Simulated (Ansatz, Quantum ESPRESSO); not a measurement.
**ZnS [001], wurtzite: uniaxial strain and lateral response**

The c axis is held at a set length while the cell relaxes sideways. How do the lateral strain and the stress follow? The strained cell has c along the load; unstrained it is a = 3.7822 Å, b = 3.7822 Å, c = 6.2077 Å, α = 90.00°, β = 90.00°, γ = 120.00°, with 4 atoms.

Calculated with Ansatz 0.2.0, PBEsol, PAW files of the set soft_1, cutoff 600 eV, Fermi–Dirac smearing 0.02 eV, k-mesh 8×8×5, no spin polarisation, no spin-orbit coupling.

Relaxed positions at 0 %:

```csv
atom,x,y,z
Zn,0.3333,0.6667,0.0000
Zn,0.6667,0.3333,0.5000
S,0.6667,0.3333,0.1259
S,0.3333,0.6667,0.6259
```

```csv
ε_c (%),a (Å),c (Å),ε_a (%),"σ (GPa, tension positive)"
−3,3.8121,6.0215,0.791,−3.80
−2,3.8020,6.0836,0.522,−2.53
−1,3.7917,6.1456,0.251,−1.29
0,3.7822,6.2077,0.000,0.00
2,3.7638,6.3319,−0.486,2.52
3,3.7563,6.3940,−0.685,3.80
```

**Question.** Fit both responses and give the free strain and the stress at +1 %, a row left out above.

Least squares with y = y0 + y1 ε + y2 ε² (ε in %) gives ε_a = −0.003 + (−0.2479) ε + (0.0061) ε² and σ = −0.01 + (1.266) ε + (0.001) ε² GPa. The linear terms put the ratio of free to applied strain at −0.248 and the Young modulus at 127 GPa.

At +1 % the free strain comes out as −0.245 %. The run itself gives −0.234 %, so the estimate misses by 0.011 %; the fitted rows themselves lie up to 0.011 % off the law.

The stress comes out as 1.26 GPa. The run itself gives 1.28 GPa, so the estimate misses by 0.02 GPa; the fitted rows themselves lie up to 0.01 GPa off the law.

The same fit over all rows at other levels or in other programs gives the strain ratio = −0.250 with PBEsol (Quantum ESPRESSO, GBRV).

[Logs are printed without paths, hosts, clocks, repeated set-up lines and the standing remarks that a program may print on its own settings, such as how far it seeks lower states.]
